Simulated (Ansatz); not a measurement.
Geometry optimisation in Ansatz: input, command and trajectory.

```yaml
crystal:
  lattice:
    - [2.4895470751, 0.0, 0.0]
    - [-1.2447735376, 2.156011011, 0.0]
    - [0.0, 0.0, 24.8654439397]
  atoms:
    - { symbol: C, position: [0.0, 0.0, 0.5691359923] }
    - { symbol: C, position: [0.0, 0.0, 0.4308640077] }
    - { symbol: C, position: [0.3333333333, 0.6666666667, 0.4308447897] }
    - { symbol: C, position: [0.6666666667, 0.3333333333, 0.5691552103] }
basis:
  ecutwfc: 420
kpoints:
  mp_grid: { grid: [18, 18, 2] }
hamiltonian:
  xc: pbe
  dispersion: d3bj
scf:
  occupations: { method: gaussian, width: 0.1 }
output:
  forces: true
  stress: true
  eigenvalues: true
relax:
  adjacent_minimum: "off"
  f_tol: 0.01
  max_steps: 30
  cell: { stress_tol: 0.1, fix: [volume] }
```

```bash
ansatz run input.yaml --threads 1 --pin off --max-ram 2560MiB --backend cpu --events-out ev --progress --plain --runs-dir out
```

Method: DFT PBE+D3(BJ), scalar-relativistic, plane waves, PAW (Ansatz).

The volume is held at 1.06 times that of the relaxed cell.

Of 6 frames 6 are shown, positions in Å and forces in eV/Å; the SCF threshold varies from step to step. Steps run on the plane waves of an earlier cell, with a Pulay correction in the pressure. The basis is chosen afresh for the last frame, the zero of the energies, and at times for earlier ones too; energy and pressure step there, also at an unchanged geometry. The mark taken_back stands on steps that the optimiser undid.

```xyz
4
Lattice="2.4895 0.0000 0.0000 -1.2448 2.1560 0.0000 0.0000 0.0000 24.8654" Properties=species:S:1:pos:R:3:forces:R:3 pbc="T T T" step=1 free_energy_over_end_meV_per_atom=6.72 pressure_GPa=-2.18
C     0.0000    0.0000   14.1518    0.0000    0.0000   -0.0037
C     0.0000    0.0000   10.7136    0.0000    0.0000    0.0037
C     0.0000    1.4373   10.7131    0.0000    0.0000    0.0044
C     1.2448    0.7187   14.1523    0.0000    0.0000   -0.0044
4
Lattice="2.4751 0.0000 0.0000 -1.2375 2.1435 0.0000 0.0000 0.0000 25.1569" Properties=species:S:1:pos:R:3:forces:R:3 pbc="T T T" step=2 free_energy_over_end_meV_per_atom=1.21 pressure_GPa=-0.89
C     0.0000    0.0000   14.2766    0.0000    0.0000    0.0008
C     0.0000    0.0000   10.8803    0.0000    0.0000   -0.0008
C     0.0000    1.4290   10.8798    0.0000    0.0000   -0.0010
C     1.2375    0.7145   14.2771    0.0000    0.0000    0.0010
4
Lattice="2.4652 0.0000 0.0000 -1.2326 2.1349 0.0000 0.0000 0.0000 25.3587" Properties=species:S:1:pos:R:3:forces:R:3 pbc="T T T" step=3 free_energy_over_end_meV_per_atom=0.35 pressure_GPa=-0.01
C     0.0000    0.0000   14.4077    0.0000    0.0000   -0.0056
C     0.0000    0.0000   10.9511    0.0000    0.0000    0.0056
C     0.0000    1.4233   10.9505    0.0000    0.0000    0.0093
C     1.2326    0.7116   14.4082    0.0000    0.0000   -0.0093
4
Lattice="2.4647 0.0000 0.0000 -1.2324 2.1345 0.0000 0.0000 0.0000 25.3686" Properties=species:S:1:pos:R:3:forces:R:3 pbc="T T T" step=4 free_energy_over_end_meV_per_atom=0.38 pressure_GPa=0.07 taken_back
C     0.0000    0.0000   14.3547    0.0000    0.0000    0.0072
C     0.0000    0.0000   11.0139    0.0000    0.0000   -0.0072
C     0.0000    1.4230   11.0135    0.0000    0.0000   -0.0117
C     1.2324    0.7115   14.3551    0.0000    0.0000    0.0117
4
Lattice="2.4658 0.0000 0.0000 -1.2329 2.1355 0.0000 0.0000 0.0000 25.3458" Properties=species:S:1:pos:R:3:forces:R:3 pbc="T T T" step=5 free_energy_over_end_meV_per_atom=0.23 pressure_GPa=-0.05
C     0.0000    0.0000   14.3758    0.0000    0.0000   -0.0009
C     0.0000    0.0000   10.9700    0.0000    0.0000    0.0009
C     0.0000    1.4237   10.9695    0.0000    0.0000    0.0011
C     1.2329    0.7118   14.3763    0.0000    0.0000   -0.0011
4
Lattice="2.4658 0.0000 0.0000 -1.2329 2.1355 0.0000 0.0000 0.0000 25.3458" Properties=species:S:1:pos:R:3:forces:R:3 pbc="T T T" step=6 free_energy_over_end_meV_per_atom=0.00 pressure_GPa=-0.05
C     0.0000    0.0000   14.3758    0.0000    0.0000   -0.0007
C     0.0000    0.0000   10.9700    0.0000    0.0000    0.0007
C     0.0000    1.4237   10.9695    0.0000    0.0000    0.0008
C     1.2329    0.7118   14.3763    0.0000    0.0000   -0.0008
```

It took 64 s on 1 thread of Arm Neoverse V1, with other jobs on the host, peak memory 0.43 GiB.